Barium zirconate, BaZrO₃, is an insulating oxide used in crucibles and as a host for proton conduction. A calculation of its band gap starts with the choice of a functional, the approximate recipe for the exchange and correlation energy of the electrons. Here five functionals were applied to the same cubic cell, with the atoms in the same places.

SIESTA 5.4.2, Kohn-Sham DFT without spin-orbit coupling: cubic BaZrO₃ (5 atoms) at a fixed cell edge of 4.191 Å. All rows use a DZP basis, PseudoDojo 0.4 standard pseudopotentials, a 6 × 6 × 6 k mesh and an 800 Ry mesh cutoff. Gaps are taken along the path Γ–X–M–Γ–R–X–M–R.

```
functional  gap on path (eV)  direct gap on path (eV)
       LDA             2.923                    3.093
    PBEsol             2.941                    3.112
      BLYP             3.089                    3.249
      AM05             2.949                    3.117
 vdW-DF-cx             2.988                    3.149
```

1. What do the two gap columns measure?

"gap on path" is the energy from the highest filled state to the lowest empty one, wherever each lies along the sampled lines of electron wavevectors. "direct gap on path" demands that both states have the same wavevector, as in the absorption of light without help from lattice vibrations. The direct gap is larger by 0.16 to 0.17 eV in every row, so BaZrO₃ comes out as an indirect-gap insulator with all five functionals.

2. Why is the gap indirect?

The filled states at the edge are mainly oxygen 2p, and the lowest empty ones are zirconium 4d. By the established assignment, the empty edge lies at Γ, where all unit cells are in phase, and the filled edge at R, where neighbouring cells alternate in sign. The wavevectors of the edges are not printed, so this rests on that assignment rather than on the table.

At Γ, the d states are even under inversion through a zirconium atom and the oxygen p waves are odd. They cannot mix, so the d level is not pushed up there, as it is where mixing is allowed. At R, all five d states find oxygen partners, but one set of three oxygen waves has no d partner and is not pushed down. The lack of a partner alone would not place it above the oxygen states at Γ, which have none either. In this set, however, neighbouring oxygen atoms meet in an antibonding way, which raises it to the top of the filled band.

3. Which functional gives the largest gap, and by how much?

BLYP does, with 3.09 eV, and LDA gives the smallest, 2.92 eV. The whole span is 0.17 eV, or about 6% of the LDA gap. PBEsol and AM05 stay close to LDA, while vdW-DF-cx lies between them and BLYP.

The span is small mainly because the five functionals are close relatives: none includes exact exchange, and all miss the same part of the gap, as question 6 explains. They also share one cell, which matters in a simple ionic picture of the gap with three terms:

gap ≈ electrostatic separation of the O and Zr levels − energy gained by moving an electron from the free O ion to the free Zr ion − broadening of the levels into bands

The first term depends mainly on the ionic charges and distances, and the distances are identical in all rows. The shared cell alone would not keep the gaps together, however: a functional with a share of exact exchange is expected to give a clearly larger gap in the same cell. Magnesium oxide, MgO, is a simpler crystal whose gap is held open in the same way, with filled oxygen 2p states below empty metal states. Its empty edge is s-like, however, and both edges lie at Γ, so the gap is direct.

4. Is BLYP's larger gap an effect of the pseudopotentials?

Pseudopotentials replace the inner electrons and should be made with the functional in use. For BLYP and vdW-DF-cx they were made with another functional, PBE. Yet these two rows share the same set, and BLYP still lies 0.10 eV higher. The borrowed set alone therefore does not explain why BLYP stands out, although the mismatch may affect the two functionals differently.

The likelier cause is the functional itself. The oxygen 2p and zirconium 4d states sample different regions of the crystal, and functionals that respond differently to changes in electron density shift the two levels by different amounts. Whether BLYP's exchange or its correlation does most of this cannot be decided here, because both differ from those of the other rows.

5. What would change if each functional chose its own cell?

The calculated pressure shows how far each functional is from its preferred cell; a positive value means that the cell wants to expand. For BLYP it is 12.6 GPa, by far the largest. For a cubic crystal, the relative change of the edge a follows from the pressure P and the bulk modulus B, the resistance to a change of volume:

Δa/a ≈ P/(3B)

With a rough recalled B of 160 GPa, BLYP gives

12.6/(3 × 160) ≈ 0.026

The edge would grow by about 2.6%, or 0.11 Å on 4.19 Å. The same estimate gives changes of about 0.6% or less for the other four functionals. It assumes a constant stiffness, whereas a crystal softens as it expands, so the BLYP figure, the largest change, is the least certain. BLYP's pressure may also be affected by the pseudopotentials borrowed from PBE, and no relaxed cell is available to test the estimate.

A larger cell weakens the electrostatic separation in the ionic picture. The bands also become narrower, which works the other way, but the electrostatic term is expected to win. BLYP's lead would then shrink in its own cell; by how much is not known. The printed output after this text gives the estimate for each row; no constant in it was adjusted to the gaps.

6. Does the largest gap make BLYP the best choice?

It does not. The measured gap is roughly 5 eV, a recalled value, so LDA falls short by about 2.1 eV and BLYP by about 1.9 eV. Changing from LDA to BLYP removes only about 8% of the LDA shortfall, and part of that gain may belong to a cell that BLYP itself would not choose.

The shortfall is a well-known fault of this class of functionals. Their orbital energies miss the jump in the potential that accompanies an added electron, and that jump belongs to the true gap. Spin-orbit coupling and lattice vibrations are also left out, but both are expected to change the gap by far less than 2 eV, so they cannot account for the distance. A hybrid functional, which adds a share of exact exchange, or a GW calculation addresses the cause.

7. What would happen if titanium replaced zirconium?

The empty 3d level of titanium lies lower than the 4d level of zirconium, so the gap of cubic BaTiO₃ is smaller. The argument for the indirect gap still applies, because it depends on the arrangement of the atoms, on the contacts between oxygen neighbours and on the d character of the empty edge.

8. Which digits can be trusted?

AM05 lies only 0.008 eV above PBEsol. AM05 borrows the pseudopotentials made with PBEsol, both calculations use one modest set of atomic orbitals, and no larger set was tried, so the order of these two should not be given a physical reason. BLYP's distance from the rest is large enough to discuss, but only as a result for this fixed cell.

In practice, quote these gaps to a tenth of an eV and compare functionals only with the cell stated. When the absolute gap matters, as for optical absorption or defect levels, move to a hybrid functional or GW instead of picking the functional here with the largest number.

Printed output of the fit:

```
Gaps compared with LDA in eV:
        row  gap above LDA  direct gap above LDA  direct gap less smallest gap
        LDA              0                     0                          0.17
     PBEsol          0.018                 0.019                         0.171
       BLYP          0.166                 0.156                          0.16
       AM05          0.026                 0.024                         0.168
  vdW-DF-cx          0.065                 0.056                         0.161
Fixed cell:
        row  pressure in GPa  rough edge change on relaxation in percent
        LDA           -2.185                                     -0.4553
     PBEsol              1.7                                      0.3541
       BLYP            12.62                                       2.629
       AM05            2.452                                      0.5108
  vdW-DF-cx            2.937                                      0.6118
Span of the gap over all five rows, eV: 0.166
Span of the gap as percent of the LDA gap: 5.679
Span of the direct-indirect offset, eV: 0.011
AM05 gap less PBEsol gap (same pseudopotentials), eV: 0.008
BLYP gap less vdW-DF-cx gap (same pseudopotentials), eV: 0.101
BLYP valence edge less LDA valence edge (no common zero), eV: 0.6314
BLYP conduction edge less LDA conduction edge (no common zero), eV: 0.7974
Rough measured gap less LDA gap, eV: 2.077
Rough measured gap less BLYP gap, eV: 1.911
Span of the functionals as percent of the LDA shortfall (rough): 7.992
```
